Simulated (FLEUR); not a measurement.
Runs of FLEUR MaX-R8.1 (later development tree) on PbSe (Clausthalite). The structure is cubic, space group Fm-3m (No. 225). The conventional cell has a = 6.121 Å, b = 6.121 Å, c = 6.121 Å, α = 90.00°, β = 90.00°, γ = 90.00°. Pb (site symmetry m-3m) has 6 Se at 3.06 Å as nearest neighbours. Se (site symmetry m-3m) has 6 Pb at 3.06 Å as nearest neighbours. 

```csv
task,level,muffin-tin radii,max iterations,mixing factor,mixer,mixer history,gap on the mesh (eV),V0 of scaled cells (Å³/atom),B0 (GPa)
equation of state,LDA,"Pb 2.66, Se 2.39 bohr",-,-,-,-,-,27.52,57
band structure,LDA,"Pb 2.66, Se 2.46 bohr",60,0.05,Anderson,15,0.19,-,-
band structure,PBEsol,"Pb 2.66, Se 2.46 bohr",60,0.05,Anderson,15,0.20,-,-
equation of state,PBEsol,"Pb 2.66, Se 2.39 bohr",-,-,-,-,-,28.41,53
equation of state,r2SCAN,"Pb 2.66, Se 2.39 bohr",-,-,-,-,-,(a),(b)
single point,PBEsol,"Pb 2.66, Se 2.39 bohr",60,0.05,Anderson,15,0.20,-,-
```

Alike in all rows: potentials or basis all-electron, FLAPW; no spin polarisation; cell as given; k mesh 8 × 8 × 8; smearing fermi-dirac 0.05 eV; kmax 4.1 1/bohr.

Question: Fill in the values left out.

Answer: (a) 29.50; (b) 51.

Caveats: spin-orbit coupling is left out, which as a rule narrows the gap of such compounds by several tenths of an eV (some runs); the meta-GGA is that of a development version, with a GGA for the radial functions and cores and without core tails (some runs).

A k mesh can miss the band edges, and the runs leave out spin-orbit coupling on Pb, Se.
